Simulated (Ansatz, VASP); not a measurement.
# Two plane-wave programs on HfO2

Contents of INCAR:

```
PREC = Accurate
ENCUT = 520
EDIFF = 1E-7
ISMEAR = 0
SIGMA = 0.05
LREAL = False
LASPH = True
NELM = 80
ALGO = Normal
ISIF = 2
LWAVE = False
LCHARG = True
GGA = PE
LELF = True
LVHAR = True
NBANDS = 18
```

File KPOINTS:

```
Automatic mesh
0
Gamma
  8 8 8
```

Contents of POSCAR:

```
HfO2
1.0
    0.0000000000      2.5806658326      2.5806658326
    2.5488057606      0.0318600720      2.5488057606
    2.5488057606      2.5488057606      0.0318600720
Hf O
1 2
Direct
    0.0000000000      0.0000000000      0.0000000000
    0.2500000000      0.2500000000      0.2500000000
    0.7500000000      0.7500000000      0.7500000000
```

Input for Ansatz:

```yaml
crystal:
  lattice:
    - [0.0, 2.5806658326, 2.5806658326]
    - [2.5488057606, 0.031860072, 2.5488057606]
    - [2.5488057606, 2.5488057606, 0.031860072]
  atoms:
    - { symbol: Hf, position: [0.0, 0.0, 0.0] }
    - { symbol: O, position: [0.25, 0.25, 0.25] }
    - { symbol: O, position: [0.75, 0.75, 0.75] }
basis:
  ecutwfc: 420
kpoints:
  mp_grid: { grid: [8, 8, 8] }
hamiltonian:
  xc: pbe
scf:
  occupations: { method: gaussian, width: 0.05 }
output:
  forces: true
  stress: true
  eigenvalues: true
  write_density: true
  write_potential: true
  elf: true
  volumetric_format: npy
```

Change from the starting cell: strain +0.0250 x Voigt [0, 0, 0, 1, 0, 0], atoms carried along.

Alike in both runs: task single point; functional PBE; k mesh 8 × 8 × 8; occupations gaussian, width 0.05 eV; no spin polarisation.

|  | VASP | Ansatz |
| --- | --- | --- |
| version | VASP 6.6.1 | Ansatz 0.2.0 |
| potentials or method | VASP PAW PBE potentials, release 64 (Hf_pv, O) | scalar-relativistic, plane waves, PAW |
| plane-wave cutoff (eV) | 520 | 420 |
| valence electrons in the cell | 22 | 38 |

```tsv
	VASP	Ansatz	Ansatz less VASP
gap on the k mesh at the Fermi level (eV)	3.76	3.75	-0.011
least direct gap on the mesh (eV)	3.76	3.75	-0.011
pressure (GPa)	-3.5	0.2	+3.63
largest component of the traceless stress (GPa)	2.10	2.21	+0.112
rms of the force components (eV/Å)	0.072	0.079	+0.0074
```

Atom by atom the forces differ by 0.007 eV/Å (rms over components). The two sets of potentials don't hold the same shells in valence.

Caveats: spin-orbit coupling is left out, which moves the levels of the heavy elements. A k mesh can miss the band edges.
